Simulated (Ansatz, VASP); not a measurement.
**One calculation of Si, two programs**

```
Si
1.0
     0.00000    2.80271    2.80271
     2.80271    0.00000    2.80271
     2.80271    2.80271    0.00000
Si
2
Direct
  0.50000 0.50000 0.50000
  0.75000 0.75000 0.75000
```

Alike in both runs: task single point; functional BLYP; k mesh 9 × 9 × 9; occupations fermi-dirac, width 0.05 eV; no spin polarisation.

|  | VASP | Ansatz |
| --- | --- | --- |
| version | VASP 6.6.1 | Ansatz 0.2.0 |
| potentials or method | VASP PAW PBE potentials, release 64 (Si) | plane waves (420 eV) with PAW, scalar-relativistic |
| plane-wave cutoff (eV) | 520 | 420 |
| valence electrons in the cell | 8 | 8 |

Ansatz gave:

```
pressure (GPa) : -2.8
```

**Question.** Estimate VASP's values.

**Answer.** Pressure (GPa): -2.7.

Caveats: the PAW data sets were made with another functional, which shifts forces and pressure a little (VASP). A k mesh can miss the band edges.
